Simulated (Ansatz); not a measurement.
# GaN (F-43m) in Ansatz: a series of runs

Runs on GaN. Level: PBEsol. Tasks: band structure.

Everything below comes from runs of Ansatz 0.2.0. Logs are shortened: lines on timing, memory, paths and dates and some standing lists are left out, and cuts for length are marked.

**What was measured.**

From a printed reference work, textbook, for a bulk crystal of GaN at 0 K: band gap 3.299 eV (direct).

The results are compared with them further down.

## (1) Starting point

It takes space group F-43m (No. 216, cubic). The conventional cell has a = 4.507 Å, b = 4.507 Å, c = 4.507 Å, α = 90.00°, β = 90.00°, γ = 90.00°. Around Ga (site symmetry -43m) lie 4 N at 1.95 Å. Around N (site symmetry -43m) lie 4 Ga at 1.95 Å.

The cell is a database's computed one.

## (2) Band structure, PBEsol

Contents of input.yaml:

```yaml
crystal:
  lattice:
    - [0.0, 2.2535006075, 2.2535006075]
    - [2.2535006075, 0.0, 2.2535006075]
    - [2.2535006075, 2.2535006075, 0.0]
  atoms:
    - { symbol: Ga, position: [0.0, 0.0, 0.0] }
    - { symbol: "N", position: [0.25, 0.25, 0.25] }
kpoints:
  mp_grid: { grid: [8, 8, 8] }
  band_path:
    path:
      - [0.0, 0.0, 0.0]
      - [0.5, 0.0, 0.5]
      - [0.5, 0.25, 0.75]
      - [0.375, 0.375, 0.75]
      - [0.0, 0.0, 0.0]
      - [0.5, 0.5, 0.5]
      - [0.625, 0.25, 0.625]
      - [0.5, 0.25, 0.75]
    npoints: 12
scf:
  occupations: { method: fermi_dirac, width: 0.05 }
hamiltonian:
  xc: pbesol
  pseudopotentials: { kind: all_electron, lapw: { basis_error: 0.001 } }
output:
  forces: true
  stress: true
  eigenvalues: true
```

Potentials or basis: all-electron LAPW, scalar-relativistic.

Launch:

```bash
$ ansatz run input.yaml --threads 1 --pin off --max-ram 3072MiB --backend cpu --events-out ev --progress --plain --runs-dir out
```

The program printed:

```text
Warning: RAYON_NUM_THREADS=1 ignored (pool sized by the plan → 1); use --threads N
LAPW: plane waves up to 10.517 Å⁻¹, error target 1.0e-3 eV per atom; small_component_spin mean_spin; N in spheres of 0.857 Å, 7 of its electrons in bands, Dirac shells []; Ga in spheres of 1.095 Å, 21 of its electrons in bands, Dirac shells [] (how accurate: hamiltonian.pseudopotentials.lapw.basis_error, Limitations)
Engine: ansatz 0.2.0, x86_64-unknown-linux-gnu
Pseudopotentials: kind: all_electron
Pseudopotential: Ga, LAPW, valence charge 21, lapw/all_electron/scalar/gaussian/Ga, Koelling and Harmon's equation, gaussian nucleus
Pseudopotential: N, LAPW, valence charge 7, lapw/all_electron/scalar/gaussian/N, Koelling and Harmon's equation, gaussian nucleus
Functional definition: PBEsol
  exchange = pbesol_x
  correlation = pbesol_c
Crystal: 2 atoms, lattice volume = 22.888 Å³
Basis set: ecut = 421.3844590106033 eV, 459 PW (Γ), exchange–correlation at level 2
Bands: 18, of which v1, the nominal top of the filled ones, is band 14 counted from 1 (13 counted from 0)
Symmetry: 24 space group operations
Space group: F-43m (ITA 216), of the structure as read, at distance tolerance 2.8e-5 Å
k-points: 29 of 512 (time reversal used)
Non-local potential: Ga, projectors of the file, none
Non-local potential: N, projectors of the file, none
Initial density: superposition of atomic densities (chi_scale 0.1, normalization cell, long waves kept (reshape's long-wave potential 0.00 eV rms))
Initial wavefunctions: plane waves of lowest kinetic energy (no species holds an atomic orbital)
Functional: x = pbesol(κ = 0.804, μ = 0.12345679012345678), c = pbesol(β = 0.046)
iter 1 solved again at ethr=1.75e-2 eV; its pass at ethr=1.00e-1 eV (dr2=4.91e0 eV) is discarded
SCF iter   1: F=—  HF=-54347.699517 eV  |F-HF|=—  |Δ(HF+E_count)|=         —  Δρ=1.31e-1  dr2=4.91e0  ethr=1.75e-2  ⟨swp⟩=2.0  Hψ=3407  notcnv=0
preconditioner: auto → none  [insulator: Δε(μ)=3.106 eV  Ē_g=18.234 eV  σ=0.050 eV  W_gap=1.00  n_scr=14 (ndim 8)  ℏωp=32.9 eV  f_vac=0.000  D(μ)=0.00/eV (n_scr^D=0)  ε∞_Penn≈4.3]
SCF iter   2: F=—  HF=-54346.292840 eV  |F-HF|=—  |Δ(HF+E_count)|=    1.41e0  Δρ=5.70e-2  dr2=6.32e-1  ethr=1.75e-2  ⟨swp⟩=3.0  Hψ=1649  notcnv=0
iter 3 solved again at ethr=1.31e-4 eV; its pass at ethr=2.26e-3 eV (dr2=3.68e-2 eV) is discarded
SCF iter   3: F=—  HF=-54345.829234 eV  |F-HF|=—  |Δ(HF+E_count)|=   4.64e-1  Δρ=1.45e-2  dr2=3.68e-2  ethr=1.31e-4  ⟨swp⟩=2.0  Hψ=2732  notcnv=0
SCF iter   4: F=—  HF=-54345.823400 eV  |F-HF|=—  |Δ(HF+E_count)|=         —  Δρ=2.41e-3  dr2=1.39e-3  ethr=1.31e-4  ⟨swp⟩=2.0  Hψ=1549  notcnv=0
the basis was enlarged: its passes take 156.4 KiB over the memory plan, 1 of 1 planned eigensolver slots
SCF iter   5: F=—  HF=-54345.818396 eV  |F-HF|=—  |Δ(HF+E_count)|=   5.00e-3  Δρ=3.83e-4  dr2=3.25e-5  ethr=4.95e-6  ⟨swp⟩=3.0  Hψ=1504  notcnv=0
SCF iter   6: F=—  HF=-54345.818329 eV  |F-HF|=—  |Δ(HF+E_count)|=   6.62e-5  Δρ=1.91e-4  dr2=3.13e-6  ethr=1.16e-7  ⟨swp⟩=3.0  Hψ=1499  notcnv=0
SCF iter   7: F=—  HF=-54345.818330 eV  |F-HF|=—  |Δ(HF+E_count)|=   1.05e-6  Δρ=2.95e-5  dr2=8.49e-8  ethr=1.12e-8  ⟨swp⟩=2.3  Hψ=1460  notcnv=0
SCF iter   8: F=-54345.818330 eV  HF=-54345.818330 eV  |F-HF|=6.33e-10  |Δ(HF+E_count)|=   4.44e-8  Δρ=2.16e-6  dr2=5.86e-10  ethr=3.03e-10  ⟨swp⟩=2.8  Hψ=1493  notcnv=0
SCF 1 converged in 8 iterations: F = -54345.818330 eV  dr2 = 5.86e-10
NSCF: frozen V_eff on 85 k-points
SCF converged after 8 iterations
Free energy (F): -54345.818330 eV
Harris-Foulkes:  -54345.818330 eV  (|F-HF|=6.33e-10)
Internal energy: -54345.818330 eV  (E = F + TS)
E sigma→0 (E₀):  -54345.818330 eV
Fermi energy:    12.139929 eV
--- Per-component energies (eV) ---
  E_band       = -1449.978649
  E_kinetic    = 55374.361639
  E_xc         = -2202.283897
  E_electrostatic = -107517.896072  (all electrons and nuclei)
  E_smearing   = -0.000000  (= −TS)
  E_closure    = 0.000000  (closes the sum)
  E_atoms      = -54332.698276  (free atoms, spherical and without spin; not in F)
  Σ components = -54345.818330   (vs F -54345.818330, Δ=0.00e0)
  Basis errors (estimates in eV, not in F): energy 4.4e-4 per atom: plane waves 4.0e-4 (2.4e-4 summed), levels above the bands 2.2e-97, relativity 2.3e-8, radial functions 4.0e-5, core shells 2.8e-10; eigenvalues (radial functions only) 1.1e-5; not estimated: angular momenta, meshes, grids; target (lapw.basis_error) 1.0e-3; muffin-tin radii N 0.857 Å, Ga 1.095 Å
--- Forces (eV/Å), atoms counted from 1 ---
  atom   1  Ga    -0.00000000     0.00000000     0.00000000
  atom   2  N      0.00000000    -0.00000000     0.00000000
  max |Σ_I F_I| component: 4.63e-17 eV/Å
--- Stress (GPa, compression-positive) ---
       -1.127755      -0.000000       0.000000
       -0.000000      -1.127755       0.000000
        0.000000       0.000000      -1.127755
  P = ⅓ Tr σ = -1.1278 GPa (-11.278 kbar)
--- Band table (eV; the first three rows and the last of 29) ---
  k-point 0: bands = ["-362.3606", "-130.3975", "-81.3116", "-81.3116", "-81.3116", "-4.6575", "-2.2155", "-2.2155", "-2.2155", "-1.8957", "-1.8957", "11.2668", "11.2668", "11.2668", "12.9465", "21.4730", "21.4730", "21.4730"]
  k-point 1: bands = ["-362.3606", "-130.3975", "-81.3118", "-81.3116", "-81.3116", "-4.4874", "-2.1949", "-2.1949", "-2.1512", "-1.8973", "-1.8973", "9.7249", "11.1030", "11.1030", "14.1003", "20.7595", "21.7126", "21.7126"]
  k-point 2: bands = ["-362.3606", "-130.3975", "-81.3123", "-81.3117", "-81.3117", "-4.1101", "-2.1545", "-2.1545", "-1.8909", "-1.8909", "-1.8457", "7.3808", "10.7410", "10.7410", "15.2753", "19.9441", "21.9313", "21.9313"]
  k-point 28: bands = ["-362.3606", "-130.3974", "-81.3126", "-81.3125", "-81.3122", "-3.5813", "-2.0691", "-2.0416", "-1.8868", "-1.8852", "0.1186", "5.5249", "7.5230", "7.5743", "17.3800", "19.6233", "21.4449", "22.1968"]
```

Run time: 32 s. Hardware: 1 thread of Intel Xeon at 2.50GHz (Skylake/Cascade Lake), shared host; peak memory 0.29 GiB.

Results:

- Free energy: -54345.8183 eV
- Pressure: -1.1 GPa
- Band gap on the k mesh: 1.68 eV, direct
- Band gap along the path: 1.68 eV, direct

Levels at the corners of the path, in eV from the valence-band top:
| point | band 10 | band 11 | band 12 | band 13 | band 14 | band 15 | band 16 | band 17 | band 18 |
| --- | --- | --- | --- | --- | --- | --- | --- | --- | --- |
| Γ | -13.16 | -13.16 | 0.00 | 0.00 | 0.00 | 1.68 | 10.21 | 10.21 | 10.21 |
| X | -13.09 | -11.44 | -6.18 | -2.73 | -2.73 | 3.22 | 6.56 | 11.57 | 13.87 |
| W | -13.15 | -11.15 | -5.74 | -3.74 | -3.69 | 6.11 | 8.36 | 10.18 | 10.93 |
| K | -13.12 | -11.27 | -5.91 | -4.31 | -2.19 | 4.87 | 7.80 | 10.93 | 12.74 |
| Γ | -13.16 | -13.16 | 0.00 | 0.00 | 0.00 | 1.68 | 10.21 | 10.21 | 10.21 |
| L | -13.12 | -11.88 | -7.11 | -0.98 | -0.98 | 4.56 | 8.63 | 10.25 | 10.25 |
| U | -13.12 | -11.27 | -5.91 | -4.31 | -2.19 | 4.87 | 7.80 | 10.93 | 12.74 |
| W | -13.15 | -11.15 | -5.74 | -3.74 | -3.69 | 6.11 | 8.36 | 10.18 | 10.93 |

## (3) Band structure, PBEsol, spin-orbit coupling, no magnetisation

input.yaml, as its differences from that of step 2:

```diff
@@ -26,2 +26,5 @@
   pseudopotentials: { kind: all_electron, lapw: { basis_error: 0.001 } }
+magnetization:
+  noncollinear: true
+  spin_orbit: true
 output:
```

Potentials or basis: all-electron LAPW, relativistic spinors.

Launch:

```bash
$ ansatz run input.yaml --threads 1 --pin off --max-ram 3072MiB --backend cpu --events-out ev --progress --plain --runs-dir out
```

It took 2.2 min on 1 thread of Intel Xeon at 2.50GHz (Skylake/Cascade Lake), shared host; peak memory 0.44 GiB.

It converged, with:

```
Free energy             : -54348.0268 eV
Pressure                : -1.1 GPa
Band gap on the k mesh  : 1.68 eV, direct
Band gap along the path : 1.68 eV, direct
```

Levels at the corners of the path, in eV from the valence-band top:
```csv
point,band 25,band 26,band 27,band 28,band 29,band 30,band 31,band 32
Γ,0.00,0.00,0.00,0.00,1.68,1.68,9.98,9.98
X,-2.76,-2.76,-2.71,-2.71,3.22,3.22,6.56,6.56
W,-3.77,-3.75,-3.70,-3.67,6.11,6.11,8.35,8.36
K,-4.34,-4.29,-2.20,-2.20,4.87,4.87,7.80,7.80
Γ,0.00,0.00,0.00,0.00,1.68,1.68,9.98,9.98
L,-0.99,-0.99,-0.97,-0.97,4.56,4.56,8.62,8.62
U,-4.34,-4.29,-2.20,-2.20,4.87,4.87,7.80,7.80
W,-3.77,-3.75,-3.70,-3.67,6.11,6.11,8.35,8.36
```

## (4) Against experiment

Step 2. Against the measured gap of GaN, 3.299 eV (direct; 0 K; a printed reference work, textbook), the calculated 1.68 eV is off by -1.62 eV. Spin-orbit coupling on Ga is left out. The value is that of PBEsol, without temperature or zero-point motion. Semilocal functionals fall short of measured gaps as a rule. The cell is a database's relaxed one, not the measured one, which moves gaps too.

Step 3. Measured gap of GaN: 3.299 eV (direct; 0 K; a printed reference work, textbook). This calculation gives 1.68 eV (-1.62 eV). The value is that of PBEsol, without temperature or zero-point motion. Semilocal functionals fall short of measured gaps as a rule. The cell is a database's relaxed one, not the measured one, which moves gaps too.
